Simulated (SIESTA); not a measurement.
CdSe under changes of volume

One of the cells (28.942 Å³/atom); the others are scaled copies at fixed shape and fractional positions:

```xyz
2
Lattice="0.0000 3.0703 3.0703 3.0703 0.0000 3.0703 3.0703 3.0703 0.0000" Properties=species:S:1:pos:R:3 pbc="T T T"
Cd    0.0000    0.0000    0.0000
Se    1.5351    1.5351    1.5351
```

Measurements of this composition are mostly on another form, of space group No. 186.

```yaml
Program: SIESTA 5.4.2
Functional: SOGGA
Potentials_or_basis: PseudoDojo 0.4 standard (PBEsol files)
Basis: DZP (energy shift 0.002 Ry)
Grid_cutoff: 800 Ry
Energy_shift: 0.002 Ry
k_mesh: 8 × 8 × 8
Occupations: fermi-dirac, width 0.05 eV
Spin: no spin polarisation
```

```csv
volume (Å³/atom),energy over the lowest point (meV/atom),pressure (GPa),gap on the mesh (eV)
27.206,?,?,?
27.784,2.19,1.2,0.82
28.363,0.00,0.0,0.76
28.942,2.66,-1.1,0.71
29.521,8.22,-2.0,0.66
30.100,16.98,-2.8,0.61
30.679,28.58,-3.6,0.57
```

Question: What does the run at 27.206 Å³/atom give?

Answer: Energy over the lowest point 8.92 meV/atom; pressure 2.5 GPa; gap on the mesh 0.87 eV.

Worked out: A Birch-Murnaghan fit of order 3 (a polynomial in V^(-2/3)) to the other rows has its minimum at 28.33 Å³/atom with B0 = V·E''(V) = 57 GPa and B' = 6.5. It gives 8.89 meV/atom at 27.206 Å³/atom, against the run's 8.92, and -dE/dV = 2.6 GPa, against 2.5. A straight line through the other rows of the gap, of slope -2.52 eV per unit of ln V (its deformation potential), extrapolates to 0.87 eV, against the run's 0.87.

Energies are extrapolated to zero smearing.

Caveats: semicore shells carry a single zeta, which can move pressures by several GPa and volumes by a few percent; the potentials were made for another functional, which shifts forces and pressure; the basis of atomic orbitals isn't converged, which shifts pressures, moduli and gaps.

A mesh can miss the band edges. Spin-orbit coupling on Cd, Se is left out.
